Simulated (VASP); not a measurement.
# Fe2O3 (Hematite) (R-3c) in VASP: a series of runs, part 2 of 2

VASP 6.6.1. The steps go on from the part before.

## Step 3: Single point, PBE+U, collinear spin, typed start

This run uses another cell than the first one, of 10.09 Å³/atom, 0.962 times its volume.

INCAR

```
  PREC = Accurate
  ENCUT = 520
  EDIFF = 1E-6
  ISMEAR = 0
  SIGMA = 0.05
  LREAL = F
  LASPH = T
  NELM = 150
  ALGO = Normal
  ISIF = 2
  LWAVE = F
  LCHARG = T
  ISPIN = 2
  MAGMOM = 5 5 5 5 0 0 0 0 0 0
  LORBIT = 11
  LMAXMIX = 4
  LDAU = T
  LDAUTYPE = 2
  LDAUL = 2 -1
  LDAUU = 4 0
  LDAUJ = 0 0
  LDAUPRINT = 1
  GGA = PE
  LELF = T
  LVHAR = T
  NBANDS = 49
```

KPOINTS

```
regular mesh
0
Gamma
  4 4 4
```

POSCAR

```
Fe2O3
1.0
    2.5190000000      1.4543453281      4.5906666667
   -2.5190000000      1.4543453281      4.5906666667
    0.0000000000     -2.9086906562      4.5906666667
Fe O
4 6
Direct
    0.3553000000      0.3553000000      0.3553000000
    0.1447000000      0.1447000000      0.1447000000
    0.6447000000      0.6447000000      0.6447000000
    0.8553000000      0.8553000000      0.8553000000
    0.5559000000      0.9441000000      0.2500000000
    0.2500000000      0.5559000000      0.9441000000
    0.9441000000      0.2500000000      0.5559000000
    0.4441000000      0.0559000000      0.7500000000
    0.7500000000      0.4441000000      0.0559000000
    0.0559000000      0.7500000000      0.4441000000
```

Potentials or basis: VASP PAW PBE potentials, release 64 (Fe, O).

On the command line:

```sh
> cat potpaw_PBE.64/Fe/POTCAR potpaw_PBE.64/O/POTCAR > POTCAR
> mpirun -np 1 vasp_std > vasp.out
```

OUTCAR:

```text
PREC = Accurate
   ENCUT = 520
   EDIFF = 1E-6
   ISMEAR = 0
   LREAL = F
   LASPH = T
   NELM = 150
   ISIF = 2
   ISPIN = 2
   LORBIT = 11
   GGA = PE

 ion  position               nearest neighbor table
   1  0.355  0.355  0.355-  10 1.95   8 1.95   9 1.95   5 2.12   7 2.12   6 2.12   2 2.90   3 2.97
                             3 2.97   3 2.97
   2  0.145  0.145  0.145-   9 1.95   8 1.95  10 1.95   5 2.12   7 2.12   6 2.12   1 2.90   4 2.97
                             4 2.97   4 2.97
   3  0.645  0.645  0.645-   7 1.95   5 1.95   6 1.95   8 2.12   9 2.12  10 2.12   4 2.90   1 2.97
                             1 2.97   1 2.97
   4  0.855  0.855  0.855-   6 1.95   5 1.95   7 1.95   8 2.12   9 2.12  10 2.12   3 2.90   2 2.97
                             2 2.97   2 2.97
   5  0.556  0.944  0.250-   3 1.95   4 1.95   1 2.12   2 2.12
   6  0.250  0.556  0.944-   4 1.95   3 1.95   1 2.12   2 2.12
   7  0.944  0.250  0.556-   3 1.95   4 1.95   1 2.12   2 2.12
   8  0.444  0.056  0.750-   1 1.95   2 1.95   3 2.12   4 2.12
   9  0.750  0.444  0.056-   2 1.95   1 1.95   3 2.12   4 2.12
  10  0.056  0.750  0.444-   1 1.95   2 1.95   3 2.12   4 2.12

  LATTYP: Found a trigonal (rhomboedric) cell.
 ALAT       =     5.4345838643
 COS(alpha) =     0.5703114900

  Lattice vectors:
[... 1640 lines left out ...]
    -2.519000000  1.454345328  4.590666667    -0.198491465  0.114599101  0.072611095
     0.000000000 -2.908690656  4.590666667     0.000000000 -0.229198201  0.072611095

 POSITION                                       TOTAL-FORCE (eV/Angst)
 -----------------------------------------------------------------------------------
      0.00000      0.00000      4.89319        -0.000000     -0.000000     -0.322371
      0.00000      0.00000      1.99281        -0.000000     -0.000000      0.322371
      0.00000      0.00000      8.87881        -0.000000      0.000000      0.322371
      0.00000      0.00000     11.77919        -0.000000      0.000000     -0.322371
     -0.97788      1.45435      8.03367        -0.152460      0.000000     -0.000000
     -0.77056     -1.57404      8.03367         0.076230     -0.132034     -0.000000
      1.74844      0.11969      8.03367         0.076230      0.132034     -0.000000
      0.97788     -1.45435      5.73833         0.152460      0.000000     -0.000000
      0.77056      1.57404      5.73833        -0.076230      0.132034     -0.000000
     -1.74844     -0.11969      5.73833        -0.076230     -0.132034     -0.000000
 -----------------------------------------------------------------------------------
    total drift:                               -0.000000     -0.000000     -0.000000

  FREE ENERGIE OF THE ION-ELECTRON SYSTEM (eV)
  ---------------------------------------------------
  free  energy   TOTEN  =       -67.4063423955 eV

  energy  without entropy=      -67.4063423955  energy(sigma->0) =      -67.40634240

 total charge

# of ion       s       p       d       tot
------------------------------------------
    1        0.385   0.557   5.811   6.753
    2        0.385   0.557   5.811   6.753
    3        0.385   0.557   5.811   6.753
    4        0.385   0.557   5.811   6.753
    5        1.559   3.495   0.000   5.054
    6        1.559   3.495   0.000   5.054
    7        1.559   3.495   0.000   5.054
    8        1.559   3.495   0.000   5.054
    9        1.559   3.495   0.000   5.054
   10        1.559   3.495   0.000   5.054
--------------------------------------------------
tot         10.897  23.196  23.244  57.338

 magnetization (x)

# of ion       s       p       d       tot
------------------------------------------
    1        0.027   0.045   4.267   4.339
    2        0.027   0.045   4.267   4.339
    3        0.027   0.045   4.267   4.339
    4        0.027   0.045   4.267   4.339
    5        0.022   0.349   0.000   0.371
    6        0.022   0.349   0.000   0.371
    7        0.022   0.349   0.000   0.371
    8        0.022   0.349   0.000   0.371
    9        0.022   0.349   0.000   0.371
   10        0.022   0.349   0.000   0.371
--------------------------------------------------
tot          0.238   2.276  17.068  19.582
```

OSZICAR:

```text
N       E                     dE             d eps       ncg     rms          rms(c)
DAV:   1     0.828328268196E+03    0.82833E+03   -0.31833E+04  2548   0.168E+03
DAV:   2     0.580233427553E+02   -0.77030E+03   -0.69372E+03  2669   0.431E+02
DAV:   3    -0.868475295908E+02   -0.14487E+03   -0.13913E+03  2895   0.207E+02
DAV:   4    -0.939556500337E+02   -0.71081E+01   -0.70633E+01  3216   0.487E+01
DAV:   5    -0.941376863670E+02   -0.18204E+00   -0.18176E+00  3119   0.762E+00    0.513E+01
DAV:   6    -0.664985059405E+02    0.27639E+02   -0.13453E+02  3787   0.138E+02    0.678E+01
DAV:   7    -0.675713870583E+02   -0.10729E+01   -0.16607E+01  3366   0.420E+01    0.367E+01
DAV:   8    -0.674572954810E+02    0.11409E+00   -0.24646E+00  3477   0.880E+00    0.258E+01
DAV:   9    -0.673450309422E+02    0.11226E+00   -0.46571E-01  3579   0.135E+01    0.435E+00
DAV:  10    -0.674249107333E+02   -0.79880E-01   -0.16108E-01  3078   0.613E+00    0.221E+00
DAV:  11    -0.674050313105E+02    0.19879E-01   -0.85518E-02  3131   0.553E+00    0.761E-01
DAV:  12    -0.674056692682E+02   -0.63796E-03   -0.22755E-02  3317   0.111E+00    0.255E-01
DAV:  13    -0.674061122485E+02   -0.44298E-03   -0.11621E-03  3503   0.223E-01    0.163E-01
DAV:  14    -0.674063661486E+02   -0.25390E-03   -0.21206E-04  3640   0.111E-01    0.169E-01
DAV:  15    -0.674063395075E+02    0.26641E-04   -0.30355E-04  3069   0.244E-01    0.320E-02
DAV:  16    -0.674063424646E+02   -0.29571E-05   -0.25848E-05  3031   0.704E-02    0.111E-02
DAV:  17    -0.674063423955E+02    0.69113E-07   -0.26261E-06  2375   0.187E-02
   1 F= -.67406342E+02 E0= -.67406342E+02  d E =-.116885E-18  mag=    19.9999
```

Wall time 3.8 min (1 thread of Intel Xeon Platinum 8375C at 2.90GHz (Ice Lake), shared host); peak memory 0.33 GiB.

Results:

| Property | Result |
| --- | --- |
| Free energy | -67.4063 eV |
| Pressure | 9.0 GPa |
| Largest force | 0.322 eV/Å |
| Band gap on the k mesh | 1.05 eV, indirect (least direct gap 1.29 eV) |
| Net moment | 20.00 μB per cell |
| Site moments | Fe +4.34; O +0.37 μB |
| Valence electrons inside the program's atomic spheres | Fe 6.75; O 5.05 |

Forces on the atoms (eV/Å):
```
Fe   0.000  0.000 -0.322
Fe   0.000  0.000  0.322
Fe   0.000  0.000  0.322
Fe   0.000  0.000 -0.322
O   -0.152  0.000  0.000
O    0.076 -0.132  0.000
O    0.076  0.132  0.000
O    0.152  0.000  0.000
O   -0.076  0.132  0.000
O   -0.076 -0.132  0.000
```

Eigenvalues of the final occupation matrices:
| site | spin | trace | eigenvalues |
| --- | --- | --- | --- |
| site 1 d | 1 | 5.06 | 0.98 0.98 0.98 1.05 1.05 |
| site 1 d | 2 | 0.78 | 0.07 0.07 0.08 0.28 0.28 |
| site 2 d | 1 | 5.06 | 0.98 0.98 0.98 1.05 1.05 |
| site 2 d | 2 | 0.78 | 0.07 0.07 0.08 0.28 0.28 |
| site 3 d | 1 | 5.06 | 0.98 0.98 0.98 1.05 1.05 |
| site 3 d | 2 | 0.78 | 0.07 0.07 0.08 0.28 0.28 |
| site 4 d | 1 | 5.06 | 0.98 0.98 0.98 1.05 1.05 |
| site 4 d | 2 | 0.78 | 0.07 0.07 0.08 0.28 0.28 |

A k mesh can miss the band edges. The state reached can hang on the start; a lower one may exist.
